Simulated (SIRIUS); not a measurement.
CuO:

```
CELL_PARAMETERS angstrom
2.55255 0.00000 0.00000
0.00000 2.55255 0.00000
0.00000 0.00000 2.55255
ATOMIC_POSITIONS crystal
Cu 0.00000 0.00000 0.00000
O 0.50000 0.50000 0.50000
```

Measurements of this composition are mostly on another form, of space group No. 15.

```yaml
Program: SIRIUS 7.12.0
Task: single point
Functional: PBE
Potentials_or_basis: all-electron FP-LAPW
Cutoff: 294 eV
Basis: apw+lo standard
k_mesh: 10 × 10 × 10
Occupations: fermi-dirac, width 0.05 eV
Spin: no spin polarisation
```

On this cell: largest force zero by symmetry; band gap on the k mesh none (metal or under the smearing width).

The same run follows on a disturbed copy (atoms moved at random):

```
CELL_PARAMETERS angstrom
2.55255 0.00000 0.00000
0.00000 2.55255 0.00000
0.00000 0.00000 2.55255
ATOMIC_POSITIONS crystal
Cu 0.01289 0.00275 0.99633
O 0.48376 0.50227 0.50036
```

Q: What does the disturbed cell give?

A: The energy (extrapolated to zero smearing) moves by +3.6 meV/atom; largest force 0.168 eV/Å; band gap on the k mesh none (metal or under the smearing width).

Forces in eV/Å, atoms in the order of the input:
```
Cu  -0.166 -0.003  0.025
O    0.166  0.003 -0.025
```

Caveats: an odd number of electrons without spin polarisation forces a metal; a magnetic or distorted state may lie lower; the run has no spin polarisation, though such a crystal can be magnetic; semilocal functionals often make such compounds metallic where correlation or magnetic order opens a gap, which also shifts bond lengths.
